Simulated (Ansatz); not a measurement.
A run of Ansatz 0.2.0 is set up as follows.

File input.yaml:

```yaml
crystal:
  lattice:
    - [3.232, 0.0, 0.0]
    - [-1.616, 2.798994105, 0.0]
    - [0.0, 0.0, 5.147]
  atoms:
    - { symbol: Zr, position: [0.6666666667, 0.3333333333, 0.75] }
    - { symbol: Zr, position: [0.3333333333, 0.6666666667, 0.25] }
hamiltonian:
  xc: r2scan
  pseudopotentials: { kind: paw }
kpoints:
  mp_grid: { grid: [9, 9, 5] }
  band_path:
    path:
      - [[0.0, 0.0, 0.0], [0.5, 0.0, 0.0], [0.3333333333, 0.3333333333, 0.0], [0.0, 0.0, 0.0], [0.0, 0.0, 0.5], [0.5, 0.0, 0.5], [0.3333333333, 0.3333333333, 0.5], [0.0, 0.0, 0.5]]
      - [[0.5, 0.0, 0.5], [0.5, 0.0, 0.0]]
      - [[0.3333333333, 0.3333333333, 0.0], [0.3333333333, 0.3333333333, 0.5]]
    npoints: 14
scf:
  occupations: { method: fermi_dirac, width: 0.05 }
  n_extra_bands: 6
output:
  forces: true
  stress: true
  eigenvalues: true
  fatbands: true
```

Potentials or basis: Ansatz PAW.

Launch:

```bash
$ ansatz run input.yaml --threads 2 --pin off --max-ram 5632MiB --backend cpu --events-out ev --progress --plain --runs-dir out
```

Task: What does it give for the band gap on the k mesh?

Result: None (metal or under the smearing width).

Task: Estimate the pressure.

Result: 0.9 GPa.

Levels at the corners of the path, in eV from the Fermi level:
| point | band 10 | band 11 | band 12 | band 13 | band 14 | band 15 |
| --- | --- | --- | --- | --- | --- | --- |
| Γ | -3.22 | 0.95 | 0.95 | 1.02 | 1.11 | 1.70 |
| M | -2.67 | -2.28 | -0.38 | 0.66 | 0.83 | 1.56 |
| K | -1.52 | -1.52 | -1.27 | 0.31 | 0.31 | 1.97 |
| Γ | -3.22 | 0.95 | 0.95 | 1.02 | 1.11 | 1.70 |
| A | -4.22 | 0.00 | 0.00 | 0.87 | 0.87 | 0.87 |
| L | -3.03 | -1.12 | -1.12 | 1.57 | 1.57 | 2.39 |
| H | -1.48 | -1.41 | -1.41 | -0.15 | -0.15 | 2.23 |
| A | -4.22 | 0.00 | 0.00 | 0.87 | 0.87 | 0.87 |
| L | -3.03 | -1.12 | -1.12 | 1.57 | 1.57 | 2.39 |
| M | -2.67 | -2.28 | -0.38 | 0.66 | 0.83 | 1.56 |
| K | -1.52 | -1.52 | -1.27 | 0.31 | 0.31 | 1.97 |
| H | -1.48 | -1.41 | -1.41 | -0.15 | -0.15 | 2.23 |

Caveat: the PAW data sets come from PBE, with cores solved anew for the run's functional, which leaves a small shift of forces and pressure.
